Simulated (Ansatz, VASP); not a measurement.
# InSe: VASP beside Ansatz, part 2 of 2

One calculation is typed for both programs; each brings its own data sets. How far apart do they land? The cell is taken from a series of runs on this material, whose earlier steps may have relaxed, scaled, displaced or heated it; both programs get it as it stands.

VASP 6.6.1 and Ansatz 0.2.0.

So far: The structure; Ansatz: single point, PBEsol, pair 1; VASP: single point, PBEsol, pair 1; Differences; Further runs; Ansatz: single point, PBEsol, pair 2.

**7. VASP: single point, PBEsol, pair 2**

Level of this step: PBEsol; plane waves and PAW (In_d, Se) (VASP).

The same cell, functional and mesh now go to VASP, with its own data sets.

File INCAR:

```
SYSTEM = InSe
PREC = Accurate
ENCUT = 400
EDIFF = 1E-06
NELM = 120
ISMEAR = 0
SIGMA = 0.01
LREAL = .FALSE.
ALGO = Normal
GGA = PS
NBANDS = 47
LORBIT = 11
LWAVE = .FALSE.
LCHARG = .FALSE.
ISIF = 2
LDIPOL = .TRUE.
IDIPOL = 3
DIPOL = 0.5 0.5 0.5
LVHAR = .TRUE.
LASPH = .TRUE.
GGA_COMPAT = .FALSE.
EFERMI = MIDGAP
NELMDL = -8
KPAR = 2
```

File POSCAR:

```
InSe
1.0
    3.9535541565      0.0000000000      0.0000000000
   -1.9767770782      3.4238783348      0.0000000000
    0.0000000000      0.0000000000     50.3000000000
In Se
4 4
Direct
    0.3333333333      0.6666666667      0.4460873894
    0.3333333333      0.6666666667      0.3913623869
    0.6666666666      0.3333333334      0.6086376131
    0.6666666666      0.3333333334      0.5539126106
    0.6666666666      0.3333333334      0.4718284051
    0.6666666666      0.3333333334      0.3655531428
    0.3333333333      0.6666666667      0.6344468572
    0.3333333333      0.6666666667      0.5281715949
```

File KPOINTS:

```
Automatic mesh
0
Gamma
9 9 1
0 0 0
```

Potentials, in the order of the species: In_d and Se (PBE family, release 64).

Command:

```bash
mpirun -np 2 vasp_std
```

Numbers of over 12 decimals in the logs are rounded to 6 here.

Log:

```text
[banner, memory and clock lines left out]
running    2 mpi-ranks, on    1 nodes
[...]
[... a notice as in an earlier step ...]

 LDA part: xc-table for (Slater+PW92), standard interpolation
|                                                                             |
|           W    W    AA    RRRRR   N    N  II  N    N   GGGG   !!!           |
|           W    W   A  A   R    R  NN   N  II  NN   N  G    G  !!!           |
|           W    W  A    A  R    R  N N  N  II  N N  N  G       !!!           |
|           W WW W  AAAAAA  RRRRR   N  N N  II  N  N N  G  GGG   !            |
|           WW  WW  A    A  R   R   N   NN  II  N   NN  G    G                |
|           W    W  A    A  R    R  N    N  II  N    N   GGGG   !!!           |
|                                                                             |
|     One of the lattice vectors is very long (>50 A), but AMIN is rather     |
|     large. This can spoil convergence since charge sloshing might occur     |
|     along the long lattice vector. If problems with convergence are         |
|     observed, try to decrease AMIN to a smaller value (e.g. 0.01).          |
|     Note: This warning only applies if the self-consistency cycle is        |
|     used.                                                                   |
|                                                                             |

 POSCAR, INCAR and KPOINTS ok, starting setup
[...]
entering main loop
       N       E                     dE             d eps       ncg     rms          rms(c)
DAV:   1     0.594938027900E+03    0.59494E+03   -0.27760E+04  1392   0.110E+03
DAV:   2     0.405732185702E+02   -0.55436E+03   -0.54416E+03  1321   0.307E+02
DAV:   3    -0.292666494541E+02   -0.69840E+02   -0.68872E+02  1434   0.143E+02
DAV:   4    -0.319657792252E+02   -0.26991E+01   -0.26902E+01  1356   0.316E+01
[...]
DAV:  26    -0.311135402264E+02   -0.15179E-05   -0.28255E-08   860   0.962E-04    0.206E-04
DAV:  27    -0.311135419289E+02   -0.17025E-05   -0.24603E-08   799   0.600E-04    0.984E-05
DAV:  28    -0.311135426212E+02   -0.69224E-06   -0.96731E-09   768   0.548E-04
   1 F= -.31113543E+02 E0= -.31113543E+02  d E =0.000000E+00
```

From OUTCAR (step 7):

```text
  Total        2.0333929      2.0333929      1.6261551      0.0000000      0.0000000      0.0000000
  in kB        4.7847349      4.7847349      3.8264722      0.0000000      0.0000000      0.0000000
  external PRESSURE =       4.4653140 kB  Pullay stress =       0.0000000 kB

 POSITION                                       TOTAL-FORCE (eV/Angst)
 -----------------------------------------------------------------------------------
     -0.00000      2.28259     22.43820        -0.000000     -0.000000     -0.048914
     -0.00000      2.28259     19.68553        -0.000000      0.000000     -0.031328
      1.97678      1.14129     30.61447        -0.000000     -0.000000      0.031328
      1.97678      1.14129     27.86180         0.000000      0.000000      0.048914
      1.97678      1.14129     23.73297        -0.000000     -0.000000      0.015981
      1.97678      1.14129     18.38732        -0.000000      0.000000     -0.084784
     -0.00000      2.28259     31.91268         0.000000     -0.000000      0.084784
     -0.00000      2.28259     26.56703         0.000000      0.000000     -0.015981
 -----------------------------------------------------------------------------------
    total drift:                                0.000001     -0.000001     -0.000000

  FREE ENERGIE OF THE ION-ELECTRON SYSTEM (eV)
  ---------------------------------------------------
  free  energy   TOTEN  =       -31.1135426212 eV

  energy  without entropy=      -31.1135426212  energy(sigma->0) =      -31.11354262

[... 3 further parts left out ...]
[key lines of the parts left out:]
E-fermi :  -1.8976
```

**8. Comparison**

What differs besides the data sets and the points named for the pairs above, as far as they apply: fixed occupations in Ansatz, narrow Gaussian smearing in VASP; the data sets hold 116 valence electrons in Ansatz (on its default PAW (the set named soft_2) files) and 76 in VASP. Total energies have different zeros and are not compared.

The two programs side by side:

```tsv
quantity	Ansatz	VASP	difference
gap on the k mesh (eV)	1.184	1.174	+0.010
```

Forces (eV/Å; atoms numbered as in POSCAR):

```tsv
atom	Ansatz x, y, z	VASP x, y, z
In1	0.000, 0.000, -0.030	0.000, 0.000, -0.049
In2	0.000, 0.000, -0.051	0.000, 0.000, -0.031
In3	0.000, 0.000, 0.051	0.000, 0.000, 0.031
In4	0.000, 0.000, 0.030	0.000, 0.000, 0.049
Se5	0.000, 0.000, -0.005	0.000, 0.000, 0.016
Se6	0.000, 0.000, -0.063	0.000, 0.000, -0.085
Se7	0.000, 0.000, 0.063	0.000, 0.000, 0.085
Se8	0.000, 0.000, 0.005	0.000, 0.000, -0.016
```

The forces differ by 12 meV/Å r.m.s., which is 38.7 % of the r.m.s. force of 0.030 eV/Å (both taken over all components). A gap on the mesh is an upper bound, since the band edges may lie between its points. Where the cell holds vacuum, a pressure given here is an average over it and none of the material.

**9. VASP: single point, PBEsol, pair 3**

With cell and atoms fixed, the geometry can't cause a difference; cores, projectors, grids and the points listed under the comparison can.

INCAR: that of step 7 with these lines changed.

```diff
@@ -5,4 +5,4 @@
 NELM = 120
-ISMEAR = 0
-SIGMA = 0.01
+ISMEAR = -1
+SIGMA = 0.02
 LREAL = .FALSE.
```

POSCAR is that of step 7.

File KPOINTS:

```
Automatic mesh
0
Gamma
6 6 1
0 0 0
```

Command:

```bash
mpirun -np 2 vasp_std
```

Log:

```text
[banner, memory and clock lines left out]
running    2 mpi-ranks, on    1 nodes
[...]
[... a notice as in an earlier step ...]

 LDA part: xc-table for (Slater+PW92), standard interpolation
 [... a notice as in an earlier step ...]

 POSCAR, INCAR and KPOINTS ok, starting setup
[...]
entering main loop
       N       E                     dE             d eps       ncg     rms          rms(c)
DAV:   1     0.604922357904E+03    0.60492E+03   -0.27701E+04   802   0.110E+03
DAV:   2     0.404354924405E+02   -0.56449E+03   -0.55495E+03   777   0.309E+02
DAV:   3    -0.292535015454E+02   -0.69689E+02   -0.69017E+02   837   0.144E+02
DAV:   4    -0.319573916783E+02   -0.27039E+01   -0.26963E+01   751   0.324E+01
[...]
DAV:  26    -0.310990200957E+02   -0.22942E-05   -0.30738E-08   445   0.102E-03    0.293E-04
DAV:  27    -0.310990217822E+02   -0.16865E-05   -0.25221E-08   443   0.684E-04    0.867E-05
DAV:  28    -0.310990226008E+02   -0.81860E-06   -0.14783E-08   436   0.523E-04
   1 F= -.31099023E+02 E0= -.31099023E+02  d E =-.151817E-13
```

From OUTCAR (step 9):

```text
  Total        2.0938737      2.0938737      1.6096530      0.0000000     -0.0000000     -0.0000000
  in kB        4.9270511      4.9270511      3.7876413      0.0000000     -0.0000000     -0.0000000
  external PRESSURE =       4.5472478 kB  Pullay stress =       0.0000000 kB

 POSITION                                       TOTAL-FORCE (eV/Angst)
 -----------------------------------------------------------------------------------
     -0.00000      2.28259     22.43820        -0.000000      0.000000     -0.046536
     -0.00000      2.28259     19.68553        -0.000000      0.000000     -0.031738
      1.97678      1.14129     30.61447         0.000000     -0.000000      0.031738
      1.97678      1.14129     27.86180         0.000000     -0.000000      0.046536
      1.97678      1.14129     23.73297         0.000000      0.000000      0.014518
      1.97678      1.14129     18.38732         0.000000     -0.000000     -0.083885
     -0.00000      2.28259     31.91268        -0.000000     -0.000000      0.083885
     -0.00000      2.28259     26.56703        -0.000000     -0.000000     -0.014518
 -----------------------------------------------------------------------------------
    total drift:                                0.000001     -0.000001     -0.000000

  FREE ENERGIE OF THE ION-ELECTRON SYSTEM (eV)
  ---------------------------------------------------
  free  energy   TOTEN  =       -31.0990226008 eV

  energy  without entropy=      -31.0990226008  energy(sigma->0) =      -31.09902260

[... 1 part as in an earlier step ...]

[... 2 further parts left out ...]
[key lines of the parts left out:]
E-fermi :  -1.9160
```

**10. Ansatz: single point, PBEsol, pair 3**

The same cell, functional, mesh and smearing now go to Ansatz, which takes its cutoff from its data sets.

The cell is taken from a series of runs on this material, whose earlier steps may have relaxed, scaled, displaced or heated it; both programs get it as it stands.

File input.yaml:

```yaml
crystal:
  lattice:
    - [3.9535541565, 0.0, 0.0]
    - [-1.9767770782, 3.4238783348, 0.0]
    - [0.0, 0.0, 50.3]
  atoms:
    - { symbol: In, position: [0.3333333333, 0.6666666667, 0.4460873894] }
    - { symbol: In, position: [0.3333333333, 0.6666666667, 0.3913623869] }
    - { symbol: Se, position: [0.6666666667, 0.3333333333, 0.4718284051] }
    - { symbol: Se, position: [0.6666666667, 0.3333333333, 0.3655531428] }
    - { symbol: In, position: [0.6666666667, 0.3333333333, 0.6086376131] }
    - { symbol: In, position: [0.6666666667, 0.3333333333, 0.5539126106] }
    - { symbol: Se, position: [0.3333333333, 0.6666666667, 0.6344468572] }
    - { symbol: Se, position: [0.3333333333, 0.6666666667, 0.5281715949] }
  periodic: [true, true, false]
kpoints:
  mp_grid: { grid: [6, 6, 1] }
  band_path:
    path:
      - [0, 0, 0]
      - [0.5, 0, 0]
      - [0.3333333333333, 0.3333333333333, 0]
      - [0, 0, 0]
    npoints: 10
hamiltonian:
  xc: pbesol
scf:
  occupations: { method: fermi_dirac, width: 0.02 }
  n_extra_bands: 6
output:
  eigenvalues: true
  forces: true
  stress: true
  write_density: true
  write_potential: true
  elf: true
  volumetric_format: npy
```

Command:

```bash
ansatz run input.yaml --threads 3 --pin off --max-ram 92160MiB --backend cuda --events-out ev --progress --plain --runs-dir out --devices 1 --max-vram 13GiB
```

Log:

```text
[...]
GPUs: using 1 of 1 available (devices: 1).
[...]
GPU FFT provider: cuFFT
GPU libraries: cuBLAS 13.8.2, cuFFT 12.4.0, cuSOLVER 12.3.4
Crystal: 8 atoms, lattice volume = 680.885 Å³
Basis set: ecut = 420 eV, 13465 PW (Γ), exchange–correlation on 54×54×720 points (8 copies of the dense FFT grid, shifted against one another)
[...]
k-point 0: bands = [... 54 lower, -6.3326, -6.2537, -6.2537, -5.7351, -4.4542, -3.6807, -3.0232, -2.9686, ... 2 higher]
  k-point 1: bands = [... 54 lower, -6.6426, -6.5239, -6.2133, -5.6814, -3.3680, -3.0915, -2.5098, -2.2984, ... 2 higher]
  k-point 2: bands = [... 54 lower, -7.1606, -7.0069, -6.4644, -6.3232, -3.7352, -3.4262, -3.2965, -3.0898, ... 2 higher]
  k-point 6: bands = [... 54 lower, -7.4910, -7.4910, -6.9500, -6.9500, -3.7855, -3.3944, -2.7683, -2.7683, ... 2 higher]
[key lines of the parts left out:]
SCF converged after 9 iterations
Free energy (F): -43802.217662 eV
Fermi energy:    -5.049738 eV
P = ½ c Tr σ = 2.4135 N/m
```

**11. Comparison**

What differs besides the data sets and the points named for the pairs above, as far as they apply: the data sets hold 116 valence electrons in Ansatz (on its default PAW (the set named soft_2) files) and 76 in VASP. Total energies have different zeros and are not compared.

Both answers:

```tsv
quantity	Ansatz	VASP	difference
gap on the k mesh (eV)	1.227	1.217	+0.010
```

Forces (eV/Å; atoms numbered as in POSCAR):

```tsv
atom	Ansatz x, y, z	VASP x, y, z
In1	0.000, 0.000, -0.027	0.000, 0.000, -0.047
In2	0.000, 0.000, -0.051	0.000, 0.000, -0.032
In3	0.000, 0.000, 0.051	0.000, 0.000, 0.032
In4	0.000, 0.000, 0.027	0.000, 0.000, 0.047
Se5	0.000, 0.000, -0.006	0.000, 0.000, 0.015
Se6	0.000, 0.000, -0.063	0.000, 0.000, -0.084
Se7	0.000, 0.000, 0.063	0.000, 0.000, 0.084
Se8	0.000, 0.000, 0.006	0.000, 0.000, -0.015
```

The forces differ by 12 meV/Å r.m.s., which is 39.6 % of the r.m.s. force of 0.029 eV/Å (both taken over all components). A gap on the mesh is an upper bound, since the band edges may lie between its points. Where the cell holds vacuum, a pressure given here is an average over it and none of the material.

**12. Outcome**

```yaml
r_m_s_force_difference_single_point_pbesol_pair_1: 12 meV/Å
r_m_s_force_difference_single_point_pbesol_pair_2: 12 meV/Å
difference_in_gap_on_the_k_mesh_single_point_pbesol_pair_3: 0.010 eV
r_m_s_force_difference_single_point_pbesol_pair_3: 12 meV/Å
```

What this shows: The r.m.s. force difference is 12 meV/Å (single point, PBEsol, pair 1), at about the 12 meV/Å picked in this series as the mark of a large difference. The data sets hold unlike numbers of valence electrons (58 in Ansatz and 38 in VASP and 116 in Ansatz and 76 in VASP), so part of the differences may come from the potentials. For single point, PBEsol, pair 1, no further run moves any of the tabulated differences by more than a quarter of its size. Pairs 2 and 3 hold one cell, so they aren't independent. 2 further pairs of this series are not shown here. Such differences can come from data sets, numerical settings and the points named under the comparisons, not from the functional's error against experiment.

[Lines on the potential files, build, host, timing and source positions are cut from VASP's logs without a mark.]

[Logs are printed without paths, hosts, clocks, repeated set-up lines and the standing remarks that a program may print on its own settings, such as how far it seeks lower states.]

[Hosts, paths, dates, database ids (printed as entryN), source tags and the programs' standing remarks are cut or masked in the printed files.]
